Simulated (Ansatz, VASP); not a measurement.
Pb: VASP beside Ansatz

```
Pb
1.0
     3.45664    0.00000    0.00000
    -1.72832    2.99354    0.00000
     0.00000    0.00000    5.55248
Pb
2
Direct
  0.66667 0.33333 0.75000
  0.33333 0.66667 0.25000
```

This isn't the form of Pb at room conditions, which is fcc.

Alike in both runs: task single point; functional PBEsol; k mesh 9 × 9 × 5; occupations fermi-dirac, width 0.05 eV; no spin polarisation.

|  | VASP | Ansatz |
| --- | --- | --- |
| version | VASP 6.6.1 | Ansatz 0.2.0 |
| potentials or method | VASP PAW PBE potentials, release 64 (Pb_d) | Ansatz PAW |
| plane-wave cutoff (eV) | 520 | 420 |
| valence electrons in the cell | 28 | 28 |

Ansatz gave:

```
gap on the k mesh at the Fermi level (eV)       : none
pressure (GPa)                                  : 2.1
largest component of the traceless stress (GPa) : 2.83
```

What did VASP give for the same quantities?

gap on the k mesh at the Fermi level (eV): none; pressure (GPa): 2.1; largest component of the traceless stress (GPa): 2.82.

A gap of «none» marks a metal or a gap that the smearing closes.

Caveats: the PAW data sets were made with another functional, which shifts forces and pressure a little (VASP); the PAW data sets come from PBE, with cores solved anew for the run's functional, which leaves a small shift of forces and pressure (Ansatz). The runs have no spin-orbit coupling, so splittings on Pb are missing.
